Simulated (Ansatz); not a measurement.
**Quadrupolar parameters in BeH2**

The cell is an entry of the Crystallography Open Database (COD), ions relaxed with PBE at fixed cell.

```
Be H
1.0
    -2.08000    4.54100    3.85350
     2.08000   -4.54100    3.85350
     2.08000    4.54100   -3.85350
Be H
6 12
Direct
  0.16740 0.11989 0.28729
  0.83260 0.88011 0.71271
  0.66740 0.38011 0.04751
  0.33260 0.61989 0.95249
  0.75000 0.75000 0.00000
  0.25000 0.25000 0.00000
  0.30834 0.27830 0.58664
  0.69166 0.72170 0.41336
  0.80834 0.22170 0.03003
  0.19166 0.77830 0.96997
  0.93643 0.07047 0.30984
  0.76064 0.62659 0.69016
  0.73936 0.42953 0.86595
  0.56357 0.87341 0.13405
  0.06357 0.92953 0.69016
  0.23936 0.37341 0.30984
  0.26064 0.57047 0.13405
  0.43643 0.12659 0.86595
```

Atom numbers follow the list; atoms alike are taken as one site, whose name carries the number of the first.

Level of theory: DFT, PBE, plane waves and PAW, scalar-relativistic, 420 eV cutoff, Γ-centred 8×8×8 k-points, Fermi–Dirac smearing 0.02 eV (Ansatz 0.2.0).

V_zz is the principal component of the electric field gradient with the largest magnitude, η = (V_xx − V_yy)/V_zz and C_Q = eQV_zz/h. Directions are in the Cartesian axes of the cell vectors above, for the atom listed; none is given where the gradient is under 0.02 or η is above 0.95.

```csv
site,first atom,first shell,V_zz (10²¹ V/m²),η,"direction of V_zz (x, y, z)"
Be1,1,4 H at 1.44 Å,0.045,0.96,–
Be5,5,4 H at 1.44 Å,-0.049,0.04,1.00 0.00 0.00
H7,7,"2 Be at 1.44 Å, angle 126°; also 4 Be at 2.75–3.29 Å",1.37,0.33,0.81 0.59 0.00
H11,11,"2 Be at 1.44 Å, angle 121°; also 4 Be at 2.96–3.33 Å",1.28,0.40,0.20 0.61 0.77
```

At H7 and H11 V_zz runs parallel to the line that joins its two neighbours (within 1°) in each case.

The relaxation (5 steps) took 2 min of wall time (2 min of CPU time) and 0.63 GiB at its peak, on 1 thread of Arm Neoverse N1 (aarch64; 8 cores open to the job, memory cap 2.5 GiB, no GPU), a shared host with a load of 0.5 a core.
